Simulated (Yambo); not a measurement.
Here is a Yambo 5.3.0 calculation.

Contents of eels13.in:

```
optics
chi
Chimod= "HARTREE"
% BndsRnXd
 1 | 28 |
%
NGsBlkXd= 2 Ry
% LongDrXd
 1 | 1 | 1 |
%
% QpntsRXd
 2 | 2 |
%
% EnRngeXd
 0 | 30 | eV
%
% DmRngeXd
 0.2 | 0.2 | eV
%
ETStpsXd= 200
```

Contents of scf.in:

```
&CONTROL
  calculation = 'scf'
  prefix = 'pwscf'
  outdir = './tmp'
  pseudo_dir = './pseudo'
/
&SYSTEM
  ibrav = 0
  A = 4.00759839
  nat = 2
  ntyp = 2
  ecutwfc = 70
  nbnd = 20
  occupations = 'smearing'
  smearing = 'fd'
  degauss = 0.00367493
  force_symmorphic = .true.
/
&ELECTRONS
  conv_thr = 4d-10
  electron_maxstep = 120
  mixing_beta = 0.5
/
ATOMIC_SPECIES
Se    78.9710 Se_ONCV_PBE-1.2.upf
Zn    65.3800 Zn_ONCV_PBE-1.2.upf
CELL_PARAMETERS alat
   0.0000000000    0.7071067817    0.7071067817
   0.7071067817    0.0000000000    0.7071067817
   0.7071067817    0.7071067817    0.0000000000
ATOMIC_POSITIONS alat
Se     1.0606601726    1.0606601726    1.0606601726
Zn     0.0000000000    0.0000000000    0.0000000000
K_POINTS automatic
8 8 8 0 0 0
```

Contents of nscf.in:

```
&CONTROL
  calculation = 'nscf'
  prefix = 'pwscf'
  outdir = './tmp'
  pseudo_dir = './pseudo'
/
&SYSTEM
  ibrav = 0
  A = 4.00759839
  nat = 2
  ntyp = 2
  ecutwfc = 70
  nbnd = 133
  occupations = 'fixed'
  force_symmorphic = .true.
/
&ELECTRONS
  conv_thr = 1d-08
  diago_full_acc = .true.
  diago_thr_init = 1d-06
/
ATOMIC_SPECIES
Se    78.9710 Se_ONCV_PBE-1.2.upf
Zn    65.3800 Zn_ONCV_PBE-1.2.upf
CELL_PARAMETERS alat
   0.0000000000    0.7071067817    0.7071067817
   0.7071067817    0.0000000000    0.7071067817
   0.7071067817    0.7071067817    0.0000000000
ATOMIC_POSITIONS alat
Se     1.0606601726    1.0606601726    1.0606601726
Zn     0.0000000000    0.0000000000    0.0000000000
K_POINTS automatic
4 4 4 0 0 0
```

Potentials or basis: SG15 PBE 1.2.

Launch:

```console
$ OMP_NUM_THREADS=1 pw.x -in scf.in > scf.out
$ OMP_NUM_THREADS=1 pw.x -in nscf.in > nscf.out
$ cd tmp/pwscf.save; p2y; mv SAVE ../..; cd ../..
$ OMP_NUM_THREADS=1 yambo
$ OMP_NUM_THREADS=1 yambo -F eels13.in -J eels13 -C eels13_out
```

Problem. Estimate the peak of the energy-loss function.

Solution. 15.4 eV.

Problem. Estimate the band gap on the k mesh, mean-field level.

Solution. 1.28 eV, direct.

Energy-loss function at q = [0.0, 0.0, 0.25] (reciprocal lattice):
| energy (eV) | loss |
| --- | --- |
| 0.0 | 0.005 |
| 1.4 | 0.005 |
| 2.6 | 0.009 |
| 3.9 | 0.029 |
| 5.3 | 0.084 |
| 6.5 | 0.088 |
| 7.8 | 0.148 |
| 9.2 | 0.169 |
| 10.4 | 0.369 |
| 11.8 | 0.449 |
| 13.1 | 0.693 |
| 14.3 | 0.825 |
| 15.7 | 1.554 |
| 16.9 | 1.090 |
| 18.2 | 1.279 |
| 19.6 | 1.088 |
| 20.8 | 1.070 |
| 22.2 | 1.399 |
| 23.5 | 0.768 |
| 24.7 | 0.556 |
| 26.1 | 0.767 |
| 27.4 | 1.169 |
| 28.6 | 1.180 |
| 30.0 | 0.547 |

Caveat: the k mesh is coarse (spacing up to 0.48 Å⁻¹), so the values aren't converged; loss spectra need finer meshes, so the fine structure isn't converged. A k mesh can miss the band edges.
